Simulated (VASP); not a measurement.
# A VASP 6.6.1 single-point calculation on PbS

INCAR

```
NELM = 120
ISMEAR = -1
SIGMA = 0.02
ISIF = 2
PREC = Accurate
LASPH = .TRUE.
GGA = PE
EDIFF = 1E-7
NSW = 0
IBRION = -1
NBANDS = 17
ENCUT = 300
ALGO = VeryFast
LWAVE = .FALSE.
LCHARG = .FALSE.
LREAL = .FALSE.
```

KPOINTS

```
KPOINTS created by Atomic Simulation Environment
0
Gamma
8 8 8
0 0 0
```

POSCAR

```
Pb S
 1.0000000000000000
     0.0399758582000000    2.9973362076000001    2.9973362076000001
     2.9973362076000001    0.0399758582000000    2.9973362076000001
     2.9973362076000001    2.9973362076000001    0.0399758582000000
 Pb  S
   1   1
Cartesian
  0.0000000000000000  0.0000000000000000  0.0000000000000000
  3.0173241366999992  3.0173241366999997  3.0173241366999997
```

The recommended PBE PAW datasets give the neutral cell 20 valence electrons.

Command

```
mpirun -np 1 vasp_std
```

Q: Predict the outcome of this run.

A: It converged. Results: gap between bands v and c on the k mesh 0.29 eV; least direct gap on the k mesh 0.39 eV; pressure 1.0 GPa. Band v is the last that the valence electrons fill when counted band by band, and c is the next.

OSZICAR

```
N       E                     dE             d eps       ncg     rms          rms(c)
RMM:   1     0.142232100014E+03    0.14223E+03   -0.53006E+03  1105   0.700E+02
RMM:   2    -0.943159029871E+01   -0.15166E+03   -0.17525E+03  1105   0.229E+02
RMM:   3    -0.267503948089E+01    0.67566E+01   -0.15745E+02  1105   0.120E+02
RMM:   4    -0.786308746008E+01   -0.51880E+01   -0.46044E+01  1105   0.737E+01
RMM:   5    -0.879159005806E+01   -0.92850E+00   -0.19499E+01  1105   0.440E+01
RMM:   6    -0.907690818373E+01   -0.28532E+00   -0.91995E+00  1105   0.285E+01
RMM:   7    -0.918060557644E+01   -0.10370E+00   -0.47700E+00  1105   0.195E+01
RMM:   8    -0.922429917012E+01   -0.43694E-01   -0.25375E+00  1105   0.135E+01
RMM:   9    -0.921271468036E+01    0.11584E-01   -0.10905E+00  3441   0.955E+00
RMM:  10    -0.924876692938E+01   -0.36052E-01   -0.23682E-01  3586   0.268E+00
RMM:  11    -0.925127768391E+01   -0.25108E-02   -0.30672E-02  3678   0.968E-01
RMM:  12    -0.925160540100E+01   -0.32772E-03   -0.34817E-03  3603   0.309E-01    0.456E+00
RMM:  13    -0.875891426646E+01    0.49269E+00   -0.65588E-01  3596   0.384E+00    0.322E+00
RMM:  14    -0.875449885037E+01    0.44154E-02   -0.63191E-02  3253   0.155E+00    0.188E+00
RMM:  15    -0.875738025681E+01   -0.28814E-02   -0.10842E-02  2704   0.122E+00    0.163E-01
RMM:  16    -0.875717151347E+01    0.20874E-03   -0.40257E-03  3261   0.530E-01    0.125E-01
RMM:  17    -0.875734949773E+01   -0.17798E-03   -0.98066E-04  3042   0.322E-01    0.355E-02
RMM:  18    -0.875742882758E+01   -0.79330E-04   -0.32983E-04  2885   0.151E-01    0.604E-02
RMM:  19    -0.875743094827E+01   -0.21207E-05   -0.92833E-05  3683   0.781E-02    0.640E-02
RMM:  20    -0.875743330759E+01   -0.23593E-05   -0.98620E-06  3152   0.236E-02    0.753E-02
RMM:  21    -0.875743171554E+01    0.15920E-05   -0.34156E-06  2707   0.218E-02    0.226E-02
RMM:  22    -0.875743180934E+01   -0.93801E-07   -0.74262E-07  3114   0.729E-03
   1 F= -.87574318E+01 E0= -.87574310E+01  d E =-.162277E-05
```

For comparison, a separate PBE run of the intended cell, on usual settings and not on those above, gives a gap of 0.29 eV on its mesh and a pressure of 1.4 GPa.
